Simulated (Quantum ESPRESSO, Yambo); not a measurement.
Planning a run of Yambo 5.3.0 on BN (Qingsongite). The input:

```
HF_and_locXC
gw0
dyson
ppa
em1d
rim_cut
RandQpts= 1000000
RandGvec= 1 RL
EXXRLvcs= 72 Ry
VXCRLvcs= 288 Ry
Chimod= "HARTREE"
% BndsRnXp
 1 | 39 |
%
NGsBlkXp= 21 Ry
% LongDrXp
 1 | 1 | 1 |
%
% GbndRnge
 1 | 39 |
%
DysSolver= "n"
ExtendOut
PPAPntXp= 27.21138 eV
% QPkrange
 1 | 1 | 3 | 6 |
 13 | 13 | 3 | 6 |
%
```

```sh
OMP_NUM_THREADS=1 mpirun -n 8 yambo -F gw9.in -J gw9 -C gw9 > gw9.log
```

The stored states that it reads are on a 6×6×6 mesh. Symmetry: F-43m, No. 216, cubic system. Conventional cell: a = 3.615 Å, b = 3.615 Å, c = 3.615 Å, α = 90.00°, β = 90.00°, γ = 90.00°. Nearest to B lie 4 N at 1.57 Å. Nearest to N lie 4 B at 1.57 Å. Farther neighbours and most contacts between anions are not listed.

Question: Estimate wall time and host memory on 8 MPI ranks of Arm Neoverse V1, shared host.

It took 22 s; on shared hardware allow 11 s to 43 s. Peak host memory was 2.3 GiB.

The screening grows as filled bands × empty bands × pairs of k points, times the square of the screening basis for the matrix.

[Paths, hosts, dates, memory and timing lines, banners, echoed tables and standing remarks are left out of the program output.]

[Logs are printed without paths, hosts, clocks, repeated set-up lines and the standing remarks that a program may print on its own settings, such as how far it seeks lower states.]

[Runs of the session that timed out or met a known fault of the program may be left out.]

[Hosts, paths, dates, database ids (printed as entryN), source tags and the programs' standing remarks are cut or masked in the printed files.]
